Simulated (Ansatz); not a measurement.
Ga$_{2}$O$_{3}$ (C2/m), an elastic constant from a strain scan

The calculation used DFT PBE, scalar-relativistic, plane waves, PAW in Ansatz 0.2.0. The runs took a 420 eV cutoff, a Γ-centred 10×10×6 mesh and Gaussian smearing (0.05 eV). No spin polarisation. Energies are free energies at this smearing, counted from the undisturbed cell; pressure is positive in compression.

The starting cell (relaxed at this level):

```
Ga O
1.0
     6.22743   -1.54176    0.01149
     6.22743    1.54176    0.01149
    -1.40272    0.00000    5.70769
Ga O
4 6
Direct
  0.08991 0.08991 0.79472
  0.91009 0.91009 0.20528
  0.65850 0.65850 0.31420
  0.34150 0.34150 0.68580
  0.16349 0.16349 0.10921
  0.83651 0.83651 0.89079
  0.17370 0.17370 0.56436
  0.82630 0.82630 0.43564
  0.49602 0.49602 0.25668
  0.50398 0.50398 0.74332
```

The cell is strained by ε times the Voigt pattern (1, 1, 0, 0, 0, 0) (xx, yy, zz, yz, xz, xy; engineering shear) with fractional coordinates fixed. The cell holds 10 atoms in V0 = 109.65 Å³. The stress column is τ = (1/V0) dE/dε, got from the stress tensor σ (compression positive) at each point as −det(1 + εP) σ : P(1 + εP)⁻¹, with P the pattern as a tensor.

```csv
ε,ΔE (meV/atom),τ (GPa)
-0.0400,57.414,-44.408
-0.0300,31.374,-31.883
-0.0200,13.544,-20.353
-0.0100,3.308,-9.746
0.0000,0.000,-0.001
0.0100,3.102,8.939
0.0200,12.068,17.128
0.0300,26.392,24.616
0.0350,35.412,28.112
0.0400,?,?
```

**Question.** Which combination of elastic constants does this scan measure, and how large is it?

**Answer.** For small ε, τ = τ0 + Kε with K = pᵀCp, which for this pattern is C11 + C22 + 2 C12 in the Cartesian frame shown. The parabola through τ at ε = -0.0100, 0 and 0.0100 has slope K = 934 GPa at zero. The energies per cell, E = NΔE, of the same two points give K = 2[E(ε₊)/ε₊ − E(ε₋)/ε₋]/[(ε₊ − ε₋)V0] = 937 GPa, in agreement. These are clamped-ion values.

**Question.** Predict the withheld row at ε = 0.0400 from the harmonic law, and compare.

**Answer.** ΔE = V0(τ0 ε + Kε²/2)/N = 51.148 meV/atom and τ = 37.37 GPa. The calculation gives 45.609 meV/atom and 31.45 GPa: the energy lies 11 % below the harmonic value, as bonds soften when stretched.

Forces appear on the atoms along this scan, and letting them relax would lower the energy and soften the response.